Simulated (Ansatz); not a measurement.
# CuO: the cost of one run

Computed with Ansatz 0.2.0 (DFT PBEsol+U (U_eff = 7 eV on Cu d), plane waves, PAW, unless a step's input says otherwise).

2 further runs of the same task are left out: 2 that didn't finish.

### Step 1. Starting point

Symmetry: C2/c, No. 15, monoclinic system. The conventional cell has a = 4.684 Å, b = 3.423 Å, c = 5.129 Å, α = 90.00°, β = 99.54°, γ = 90.00°. Cu (site symmetry -1) has 4 O at 1.95 to 1.96 Å as nearest neighbours. O (site symmetry 2) has 4 Cu at 1.95 to 1.96 Å as nearest neighbours.

Coordinates:

```cif
data_structure
_symmetry_space_group_name_H-M 'C2/c'
_symmetry_Int_Tables_number 15
_cell_length_a 4.6837
_cell_length_b 3.4226
_cell_length_c 5.1288
_cell_angle_alpha 90.000
_cell_angle_beta 99.540
_cell_angle_gamma 90.000
_cell_volume 81.08
loop_
_atom_site_label
_atom_site_type_symbol
_atom_site_symmetry_multiplicity
_atom_site_Wyckoff_symbol
_atom_site_fract_x
_atom_site_fract_y
_atom_site_fract_z
_atom_site_occupancy
Cu1 Cu 4 d 0.75000 0.75000 0.50000 1
O1 O 4 e 0.50000 0.91840 0.75000 1
```

An earlier series on this cell reached its lowest free state from «antiferromagnetic start, free», perhaps among other starts.

### Step 2. Total moment locked, 1.00 μB per cell

Input file input.yaml:

```yaml
crystal:
  lattice:
    - [4.68369924, 0.0, 0.0]
    - [4.68369924, 3.42259944, 0.0]
    - [-0.85002986, 0.0, 5.05786919]
  atoms:
    - { symbol: Cu, position: [0.0, 0.25, 0.0], spin: 0.25 }
    - { symbol: Cu, position: [0.5, 0.75, 0.5], spin: 0.25 }
    - { symbol: O, position: [0.5816, 0.9184, 0.25] }
    - { symbol: O, position: [0.4184, 0.0816, 0.75] }
    - { symbol: Cu, position: [0.0, 0.75, 0.0], spin: 0.25 }
    - { symbol: Cu, position: [0.5, 0.25, 0.5], spin: 0.25 }
    - { symbol: O, position: [0.5816, 0.4184, 0.25] }
    - { symbol: O, position: [0.4184, 0.5816, 0.75] }
basis:
  ecutwfc: 420
  ecutrho_ratio: 4
kpoints:
  mp_grid: { grid: [7, 7, 4] }
hamiltonian:
  xc: pbesol
  hubbard:
    sites:
      - { site: 0, l: d, u_eff: 7.0 }
      - { site: 1, l: d, u_eff: 7.0 }
      - { site: 4, l: d, u_eff: 7.0 }
      - { site: 5, l: d, u_eff: 7.0 }
scf:
  occupations: { method: gaussian, width: 0.05 }
  lower_state_search: "off"
  max_iter: 150
output:
  forces: true
  stress: true
  eigenvalues: true
  populations: true
  hubbard:
    sites:
      - { site: 0, l: d }
      - { site: 1, l: d }
      - { site: 4, l: d }
      - { site: 5, l: d }
magnetization:
  spin_polarized: true
  initial_magnetization: 1.0
  spin_locking: { lock_magnetization: hard }
```

The lock stays on to the end, so the result is a constrained state.

Run with:

```bash
$ ansatz run input.yaml --threads 4 --pin off --max-ram 6144MiB --backend cpu --events-out ev --progress --plain --runs-dir out
```

What time and memory should one allow on 4 threads of Arm Neoverse V2, shared host?

About 11 s, with a peak of 0.84 GiB.
